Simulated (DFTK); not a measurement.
## SiC (Moissanite) under changes of volume

One of the cells (10.341 Å³/atom); the others are scaled copies at fixed shape and fractional positions:

```xyz
4
Lattice="3.0760 0.0000 0.0000 -1.5380 2.6639 0.0000 0.0000 0.0000 5.0480" Properties=species:S:1:pos:R:3 pbc="T T T"
Si    1.5380    0.8880    2.5240
Si    0.0000    1.7759    0.0000
C     1.5380    0.8880    4.4675
C     0.0000    1.7759    1.9435
```

| Property | Result |
| --- | --- |
| Program | DFTK 0.8.2 |
| Functional | PBE |
| Potentials or basis | dojo.nc.sr.pbe.v0_4_1.standard.upf (PBE) |
| Cutoff | 1116 eV |
| k mesh | 10 × 10 × 5 |
| Occupations | fermi-dirac, width 0.05 eV |
| Spin | no spin polarisation |

```csv
volume (Å³/atom),energy over the lowest point (meV/atom),pressure (GPa),gap on the mesh (eV),largest force (eV/Å)
9.721,45.56,19.4,2.39,0.863
9.927,24.15,13.7,2.42,0.826
10.134,9.85,8.4,2.46,0.792
10.341,?,?,?,?
10.548,0.00,-0.6,2.52,0.729
10.755,3.31,-4.6,2.53,0.700
10.961,11.45,-8.1,2.49,0.672
```

Problem. What does the run at 10.341 Å³/atom give?

Solution. Energy over the lowest point 2.00 meV/atom; pressure 3.7 GPa; gap on the mesh 2.49 eV; largest force 0.760 eV/Å.

Worked out: A Birch-Murnaghan fit of order 3 (a polynomial in V^(-2/3)) to the other rows has its minimum at 10.52 Å³/atom with B0 = V·E''(V) = 212 GPa and B' = 4.0 at fixed shape and positions, which overstates the stiffness. It gives 1.98 meV/atom at 10.341 Å³/atom, against the run's 2.00, and -dE/dV = 3.7 GPa, against 3.7. A parabola through the other rows of the gap, of slope 0.993 eV per unit of ln V there, gives 2.50 eV, against the run's 2.49.

Energies are extrapolated to zero smearing.

Caveats: an odd mesh through Γ misses points on the zone boundary, where band edges often lie.
